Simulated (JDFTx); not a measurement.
**Sr under changes of volume**

One of the cells (56.319 Å³/atom); the others are scaled copies at fixed shape and fractional positions:

```
Sr
1.0
     0.00000    3.04235    3.04235
     3.04235    0.00000    3.04235
     3.04235    3.04235    0.00000
Sr
1
Direct
  0.00000 0.00000 0.00000
```

| Property | Result |
| --- | --- |
| Program | JDFTx 1.7.0 (patched build) |
| Functional | PBEsol |
| Potentials or basis | PseudoDojo-SR-PBEsol-0.4.1-standard with smoothed tails |
| Cutoff | 925 eV |
| Density cutoff | 3701 eV |
| k mesh | 8 × 8 × 8 |
| Occupations | fermi-dirac, width 0.05 eV |
| Spin | no spin polarisation |

| volume (Å³/atom) | energy over the lowest point (meV/atom) | pressure (GPa) |
| --- | --- | --- |
| 52.940 | 0.00 | -0.3 |
| 54.067 | 2.94 | -0.5 |
| 55.193 | 7.46 | -0.7 |
| 56.319 | 13.39 | -0.9 |
| 57.446 | 20.61 | -1.1 |
| 58.572 | 28.98 | -1.2 |
| 59.698 | ? | ? |

Q: What does the run at 59.698 Å³/atom give?

A: Energy over the lowest point 38.39 meV/atom; pressure -1.4 GPa.

Worked out: A Birch-Murnaghan fit of order 3 (a polynomial in V^(-2/3)) to the other rows has its minimum at 51.66 Å³/atom, just outside them, with B0 = V·E''(V) = 12.8 GPa and B' = 3.8. It gives 38.39 meV/atom at 59.698 Å³/atom, against the run's 38.39, and -dE/dV = -1.4 GPa, against -1.4.

Energies are extrapolated to zero smearing.
